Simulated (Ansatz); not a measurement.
ZrN in the rocksalt structure

**What was measured.** A cell as deposited of cubic ZrN (space group Fm-3m), temperature not stated, from the Crystallography Open Database (1975), has a = 4.578 Å and 11.99 Å³/atom.

The computed numbers are results of PBEsol, scalar-relativistic (no spin polarisation) in the plane-wave PAW code Ansatz at 420 eV, 12×12×12 k-mesh, Gaussian smearing of 0.05 eV. The datasets are Ansatz's generated set soft_2.

```cif
data_structure
_symmetry_space_group_name_H-M 'Fm-3m'
_symmetry_Int_Tables_number 225
_cell_length_a 4.5516
_cell_length_b 4.5516
_cell_length_c 4.5516
_cell_angle_alpha 90.000
_cell_angle_beta 90.000
_cell_angle_gamma 90.000
_cell_volume 94.30
loop_
_atom_site_label
_atom_site_type_symbol
_atom_site_symmetry_multiplicity
_atom_site_Wyckoff_symbol
_atom_site_fract_x
_atom_site_fract_y
_atom_site_fract_z
_atom_site_occupancy
Zr1 Zr 4 b 0.50000 0.00000 0.00000 1
N1 N 4 a 0.00000 0.00000 0.00000 1
```

The start was a prototype's sites filled with these elements; the Crystallography Open Database holds the compound in this structure.

The cell above was scaled in volume, its shape and atoms being fixed by the lattice's symmetry. Energies are counted from the cell above.

```csv
V (Å³/atom),ΔE (meV/atom),P (GPa)
11.32,17.0,12.0
11.55,4.1,5.7
11.79,0.0,0.0
12.02,3.8,-5.1
12.26,14.8,-9.7
```

Q: What do the points give for the equilibrium volume, the bulk modulus and its pressure derivative (third-order Birch–Murnaghan)?

A: V0 = 11.79 Å³/atom, B0 = 269 GPa, B0′ = 4.1.

B0·V0 = 269.2 GPa × 11.79 Å³ = 19.81 eV/atom sets the scale: near the minimum ΔE ≈ ½ B0 V0 x², with x = V/V0 − 1, and a pressure of 2.7 GPa squeezes the volume by about 1 %. At the ends of the curve: x = −4.0 % predicts 15.9 meV/atom and the run gives 17.0; x = +4.0 % predicts 15.8 meV/atom and the run gives 14.8. The lopsidedness is anharmonic: atoms resist being pushed together more than being pulled apart.

**Comparison.** The computed cell (4.552 Å, 11.79 Å³/atom) differs from the database's by −1.7 % in volume, about −0.6 % in length. PBEsol was built to cure PBE's overestimate of volumes, and the static lattice lacks thermal expansion.

The cell is a metal with an odd number of electrons, and spin polarisation wasn't tried.
